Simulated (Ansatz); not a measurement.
SnTe, 2 atoms in the cell. Symmetry: Fm-3m, No. 225, cubic system. The conventional cell has a = 6.302 Å, b = 6.302 Å, c = 6.302 Å, α = 90.00°, β = 90.00°, γ = 90.00°. Around Te (site symmetry m-3m) lie 6 Sn at 3.15 Å. Sn (site symmetry m-3m) has 6 Te at 3.15 Å as nearest neighbours. 

* Program: Ansatz 0.2.0
* Task: single point
* Functional: PBE
* Potentials or basis: all-electron LAPW, scalar-relativistic
* Cutoff: 185 eV (chosen from the basis error)
* Basis error allowed: 0.001 eV/atom
* k mesh: 7 × 7 × 7
* Occupations: gaussian, width 0.015 eV
* Spin: no spin polarisation

Potentials or basis: all-electron LAPW, scalar-relativistic.

Run with:

```bash
$ ansatz run input.yaml --threads 1 --pin off --max-ram 3072MiB --backend cpu --events-out ev --progress --plain --runs-dir out
```

Hardware: 1 thread of AMD EPYC 7R43 64-Core Processor (Zen 3), on a shared host.

Question: Estimate the wall time of this run.

Answer: Run time: 4.1 s on 1 thread of AMD EPYC 7R43 64-Core Processor (Zen 3), on a shared host, peak memory 0.32 GiB. Counts: scf iterations 7, plane waves 339, k points 20, bands 28.
